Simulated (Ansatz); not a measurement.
# Relaxation path: Os (beta tin type)

DFT, PBE, PAW with Ansatz's default frozen-core files, scalar-relativistic (Ansatz 0.2.0); a Γ-centred 21×21×21 k mesh, Fermi–Dirac smearing of 0.1 eV, no spin polarisation. The run relaxes cell and atoms at a target pressure of 1200 GPa.

Command: `ansatz run input.yaml --threads 1 --pin off --max-ram 3584MiB --backend cpu --events-out ev --progress --plain --runs-dir out` It took 74 s on 1 thread of Arm Neoverse V2, with other jobs on the host, peak memory 0.53 GiB.

```yaml
crystal:
  lattice:
    - [-1.8850691819, 1.8850691819, 1.03678805]
    - [1.8850691819, -1.8850691819, 1.03678805]
    - [1.8850691819, 1.8850691819, -1.03678805]
  atoms:
    - { symbol: Os, position: [-0.375, -0.125, -0.25] }
    - { symbol: Os, position: [0.375, 0.125, 0.25] }
kpoints:
  mp_grid: { grid: [21, 21, 21] }
scf:
  occupations: { method: fermi_dirac, width: 0.1 }
hamiltonian:
  xc: pbe
  pseudopotentials: { kind: paw }
output:
  forces: true
  stress: true
  eigenvalues: true
relax:
  f_tol: 0.005
  max_steps: 40
  cell: { p_target: 1200.0, stress_tol: 0.6 }
```

Each step lists its enthalpy F + pV a cell above the last geometry, the pressure, the cell vectors (Å), and Cartesian positions (Å) with forces (eV/Å).

The first step:

```
step 1  dH = 237.94 meV  P = 1304 GPa
  cell -1.8851 1.8851 1.0368  1.8851 -1.8851 1.0368  1.8851 1.8851 -1.0368
  Os 0.0000 -0.9425 -0.2592   0.0000 0.0000 0.0000
  Os 0.0000 0.9425 0.2592   0.0000 0.0000 0.0000
```

Spin–orbit coupling is left out, which matters for the heavy atoms. At this compression frozen-core PAW has no all-electron check here.

The symmetry of the start is kept and no stability test is made, so the end need not be the stable phase.

Where does the relaxation end, and by which steps?

After 5 geometries, with conventional a, b, c = 3.841, 3.841, 2.047 Å, at 7.548 Å³/atom (+2.43 % against the start) in space group I4_1/amd, with a shortest distance of 1.987 Å. The further steps:
```
step 2  dH = 870.02 meV  P = 956.6 GPa  (not accepted)
  cell -1.9771 1.9771 1.0306  1.9771 -1.9771 1.0306  1.9771 1.9771 -1.0306
  Os 0.0000 -0.9885 -0.2576   0.0000 0.0000 0.0000
  Os 0.0000 0.9885 0.2576   0.0000 0.0000 0.0000
step 3  dH = 4.49 meV  P = 1183 GPa
  cell -1.9214 1.9214 1.0266  1.9214 -1.9214 1.0266  1.9214 1.9214 -1.0266
  Os 0.0000 -0.9607 -0.2566   0.0000 0.0000 0.0000
  Os 0.0000 0.9607 0.2566   0.0000 0.0000 0.0000
step 4  dH = 0.41 meV  P = 1196 GPa
  cell -1.9203 1.9203 1.0245  1.9203 -1.9203 1.0245  1.9203 1.9203 -1.0245
  Os 0.0000 -0.9601 -0.2561   0.0000 0.0000 0.0000
  Os 0.0000 0.9601 0.2561   0.0000 0.0000 0.0000
step 5  dH = 0.00 meV  P = 1200 GPa
  cell -1.9203 1.9203 1.0234  1.9203 -1.9203 1.0234  1.9203 1.9203 -1.0234
  Os 0.0000 -0.9602 -0.2558   0.0000 0.0000 0.0000
  Os 0.0000 0.9602 0.2558   0.0000 0.0000 0.0000
step 6  dH = -1.09 meV  P = 1200 GPa  (same geometry on a basis chosen anew; earlier energies don't compare to the last digit)
  cell -1.9203 1.9203 1.0234  1.9203 -1.9203 1.0234  1.9203 1.9203 -1.0234
  Os 0.0000 -0.9602 -0.2558   0.0000 0.0000 0.0000
  Os 0.0000 0.9602 0.2558   0.0000 0.0000 0.0000
```
